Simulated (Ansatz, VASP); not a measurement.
# TePb in VASP and in Ansatz

File INCAR:

```
PREC = Accurate
ENCUT = 520
EDIFF = 1E-7
ISMEAR = -1
SIGMA = 0.02
LREAL = False
LASPH = True
NELM = 60
ALGO = Normal
ISIF = 2
LWAVE = False
LCHARG = False
GGA = PE
NBANDS = 17
```

File KPOINTS:

```
Automatic mesh
0
Gamma
  8 8 8
```

File POSCAR:

```
TePb
1.0
    0.0000000000      3.2008645120      3.2678555508
    3.2678555508      0.0000000000      3.2678555508
    3.2678555508      3.2008645120      0.0000000000
Te Pb
1 1
Direct
    0.5000000000      0.5000000000      0.5000000000
    0.0000000000      0.0000000000      0.0000000000
```

Input for Ansatz:

```yaml
crystal:
  lattice:
    - [0.0, 3.200864512, 3.2678555508]
    - [3.2678555508, 0.0, 3.2678555508]
    - [3.2678555508, 3.200864512, 0.0]
  atoms:
    - { symbol: Te, position: [0.5, 0.5, 0.5] }
    - { symbol: Pb, position: [0.0, 0.0, 0.0] }
kpoints:
  mp_grid: { grid: [8, 8, 8] }
  band_path:
    path:
      - [0.0, 0.0, 0.0]
      - [0.5, 0.0, 0.5]
      - [0.625, 0.25, 0.625]
      - [0.375, 0.375, 0.75]
      - [0.5, 0.5, 0.5]
      - [0.5, 0.25, 0.75]
      - [0.0, 0.0, 0.5]
    npoints: 1
hamiltonian:
  xc: pbe
scf:
  occupations: { method: fermi_dirac, width: 0.02 }
  n_extra_bands: 4
output:
  forces: true
  stress: true
  eigenvalues: true
```

Change from the starting cell: uniaxial_y strain -2.0%.

Alike in both runs: task single point; functional PBE; k mesh 8 × 8 × 8; occupations fermi-dirac, width 0.02 eV; no spin polarisation.

```csv
,VASP,Ansatz
version,VASP 6.6.1,Ansatz 0.2.0
potentials or method,"VASP PAW PBE potentials, release 64 (Te, Pb_d)","plane waves, PAW"
plane-wave cutoff (eV),520,420
valence electrons in the cell,20,30
```

Ansatz gave:

| Quantity | Value |
| --- | --- |
| gap on the k mesh at the Fermi level (eV) | 0.74 |
| pressure (GPa) | 1.6 |
| largest component of the traceless stress (GPa) | 1.66 |

Question: Estimate VASP's values.

Answer: gap on the k mesh at the Fermi level (eV): 0.74; pressure (GPa): 1.5; largest component of the traceless stress (GPa): 1.67.

The two sets of potentials don't hold the same shells in valence.

Caveats: spin-orbit coupling is left out, which as a rule narrows the gap of such compounds by several tenths of an eV. A k mesh can miss the band edges.
